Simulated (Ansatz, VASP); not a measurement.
**One calculation of Al, two programs**

INCAR

```
SYSTEM = Al
  ALGO = Normal
  EDIFF = 1E-7
  ENCUT = 520
  GGA = PE
  ISIF = 2
  ISMEAR = -1
  LASPH = .TRUE.
  LCHARG = .FALSE.
  LREAL = .FALSE.
  LWAVE = .FALSE.
  NBANDS = 8
  NELM = 60
  PREC = Accurate
  SIGMA = 0.05
```

Contents of KPOINTS:

```
k-points
0
G
  18 18 18
  0 0 0
```

File POSCAR:

```
Al
1.0
    0.0000000000      1.4888441880      1.4888441880
    1.4888441880      0.0000000000      1.4888441880
    1.4888441880      1.4888441880      0.0000000000
Al
1
Direct
    0.0000000000      0.0000000000      0.0000000000
```

Input for Ansatz:

```yaml
crystal:
  lattice:
    - [0.0, 1.488844188, 1.488844188]
    - [1.488844188, 0.0, 1.488844188]
    - [1.488844188, 1.488844188, 0.0]
  atoms:
    - { symbol: Al, position: [0.0, 0.0, 0.0] }
kpoints:
  mp_grid: { grid: [18, 18, 18] }
scf:
  occupations: { method: fermi_dirac, width: 0.05 }
hamiltonian:
  xc: pbe
  pseudopotentials: { kind: all_electron, datasets: crystal }
output:
  forces: true
  stress: true
  eigenvalues: true
```

Change from the starting cell: volume scaled by 0.4, crystal datasets.

Alike in both runs: task single point; functional PBE; k mesh 18 × 18 × 18; occupations fermi-dirac, width 0.05 eV; no spin polarisation.

|  | VASP | Ansatz |
| --- | --- | --- |
| version | VASP 6.6.1 | Ansatz 0.2.0 |
| potentials or method | VASP PAW PBE potentials, release 64 (Al) | all-electron PAW with datasets made for the crystal, scalar-relativistic |
| plane-wave cutoff (eV) | 520 | see its input |

Ansatz gave:

```
pressure (GPa) : 466.8
```

**Question.** Estimate VASP's values.

**Answer.** Pressure (GPa): 473.4.

Ansatz ran all-electron here, so the differences hold the error of VASP's frozen core and of both bases.

Caveats: the cell as given lies far from equilibrium; so large a pressure means that the cell lies far from this level's equilibrium, or that cutoff or potentials fall short (VASP).
